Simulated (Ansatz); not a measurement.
Crystal: Sb.

```xyz
1
Lattice="3.1600 0.0000 0.0000 0.0000 3.1600 0.0000 0.0000 0.0000 3.1600" Properties=species:S:1:pos:R:3 pbc="T T T"
Sb    0.0000    0.0000    0.0000
```

This isn't the form of Sb at room conditions, which is rhombohedral.

| Property | Result |
| --- | --- |
| Program | Ansatz 0.2.0 |
| Task | relaxation of cell and atoms |
| Functional | PBEsol0 |
| Potentials or basis | Ansatz PAW |
| Cutoff | 420 eV (not typed: the program's choice for these potentials) |
| k mesh | 4 × 4 × 4 |
| Occupations | fermi-dirac, width 0.05 eV |
| Spin | no spin polarisation |

At the start: volume 31.55 Å³/atom.

How do energy, volume and symmetry change on relaxing?

It ends after 5 steps and the volume is 27.55 Å³/atom (-12.7 %); space group Pm-3m (No. 221, to 0.05 Å).

The path:
| step | energy change (eV) | largest force (eV/Å) | volume (Å³) |
| --- | --- | --- | --- |
| 1 | 0.0000 | 0.0000 | 31.55 |
| 2 | -0.1035 | 0.0000 | 27.25 |
| 3 | -0.1040 | 0.0000 | 27.64 |
| 4 | -0.1041 | 0.0000 | 27.55 |
| 5 | -0.1032 | 0.0000 | 27.55 |

Final structure:
```
CELL_PARAMETERS angstrom
3.02022 0.00000 0.00000
0.00000 3.02022 0.00000
0.00000 0.00000 3.02022
ATOMIC_POSITIONS crystal
Sb 0.00000 0.00000 0.00000
```

Caveat: the k mesh is coarse (spacing up to 0.50 Å⁻¹), so the values aren't converged, least of all with exact exchange; the plane-wave basis is chosen anew once the cell has moved, so the energies of steps on either side of that aren't comparable; the volume moved by -13 % from the deposited cell, more than functionals usually miss; the PAW data sets come from PBE, with cores solved anew for the run's functional, which leaves a small shift of forces and pressure.
